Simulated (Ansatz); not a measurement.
Geometry optimisation in Ansatz: input, command and trajectory.

```yaml
crystal:
  lattice:
    - [2.4856454456, -4.3033639529, 0.0]
    - [2.4856454456, 4.3033639529, 0.0]
    - [0.0, 0.0, 8.6793136639]
  atoms:
    - { symbol: K, position: [0.5, 0.5, 0.5] }
    - { symbol: K, position: [0.5, 0.5, 0.0] }
    - { symbol: I, position: [0.8332197398, 0.1667802602, 0.25] }
    - { symbol: I, position: [0.1667802602, 0.8332197398, 0.75] }
basis:
  ecutwfc: 420
kpoints:
  mp_grid: { grid: [6, 6, 4] }
hamiltonian:
  xc: pbe
  dispersion: d3bj
scf:
  occupations: { method: gaussian, width: 0.02 }
output:
  forces: true
  stress: true
  eigenvalues: true
relax:
  adjacent_minimum: "off"
  f_tol: 0.005
  max_steps: 50
  cell: { stress_tol: 0.05 }
```

```bash
ansatz run input.yaml --threads 1 --pin off --max-ram 2560MiB --backend cpu --events-out ev --progress --plain --runs-dir out
```

These are results of Ansatz, DFT PBE+D3(BJ), scalar-relativistic, plane waves, PAW, not measurements.

Of 5 frames 5 are shown, positions in Å and forces in eV/Å; the SCF threshold varies from step to step. Steps run on the plane waves of an earlier cell, with a Pulay correction in the pressure. The basis is chosen afresh for the last frame, the zero of the energies, and at times for earlier ones too; energy and pressure step there, also at an unchanged geometry.

```xyz
4
Lattice="2.4856 -4.3034 0.0000 2.4856 4.3034 0.0000 0.0000 0.0000 8.6793" Properties=species:S:1:pos:R:3:forces:R:3 pbc="T T T" step=1 free_energy_over_end_meV_per_atom=9.25 pressure_GPa=-0.81
K     2.4856    0.0000    4.3397    0.0000    0.0000    0.0000
K     2.4856    0.0000    0.0000    0.0000    0.0000    0.0000
I     2.4856   -2.8679    2.1698    0.0000   -0.0013    0.0000
I     2.4856    2.8679    6.5095    0.0000    0.0013    0.0000
4
Lattice="2.4570 -4.2541 0.0000 2.4570 4.2541 0.0000 0.0000 0.0000 8.6287" Properties=species:S:1:pos:R:3:forces:R:3 pbc="T T T" step=2 free_energy_over_end_meV_per_atom=3.54 pressure_GPa=-0.54
K     2.4570    0.0000    4.3144    0.0000    0.0000    0.0000
K     2.4570    0.0000    0.0000    0.0000    0.0000    0.0000
I     2.4570   -2.8355    2.1572    0.0000   -0.0010    0.0000
I     2.4570    2.8355    6.4715    0.0000    0.0010    0.0000
4
Lattice="2.4049 -4.1652 0.0000 2.4049 4.1652 0.0000 0.0000 0.0000 8.5295" Properties=species:S:1:pos:R:3:forces:R:3 pbc="T T T" step=3 free_energy_over_end_meV_per_atom=-0.08 pressure_GPa=0.10
K     2.4049    0.0000    4.2648    0.0000    0.0000    0.0000
K     2.4049    0.0000    0.0000    0.0000    0.0000    0.0000
I     2.4049   -2.7775    2.1324    0.0000    0.0007    0.0000
I     2.4049    2.7775    6.3972    0.0000   -0.0007    0.0000
4
Lattice="2.4132 -4.1791 0.0000 2.4132 4.1791 0.0000 0.0000 0.0000 8.5415" Properties=species:S:1:pos:R:3:forces:R:3 pbc="T T T" step=4 free_energy_over_end_meV_per_atom=-0.17 pressure_GPa=-0.01
K     2.4132    0.0000    4.2707    0.0000    0.0000    0.0000
K     2.4132    0.0000    0.0000    0.0000    0.0000    0.0000
I     2.4132   -2.7859    2.1354    0.0000   -0.0004    0.0000
I     2.4132    2.7859    6.4061    0.0000    0.0004    0.0000
4
Lattice="2.4132 -4.1791 0.0000 2.4132 4.1791 0.0000 0.0000 0.0000 8.5415" Properties=species:S:1:pos:R:3:forces:R:3 pbc="T T T" step=5 free_energy_over_end_meV_per_atom=0.00 pressure_GPa=-0.01
K     2.4132    0.0000    4.2707    0.0000    0.0000    0.0000
K     2.4132    0.0000    0.0000    0.0000    0.0000    0.0000
I     2.4132   -2.7859    2.1354    0.0000   -0.0004    0.0000
I     2.4132    2.7859    6.4061    0.0000    0.0004    0.0000
```

Time: 28 s on 1 thread of Intel(R) Xeon(R) 6975P-C (Granite Rapids), on a shared host, peak memory 0.64 GiB.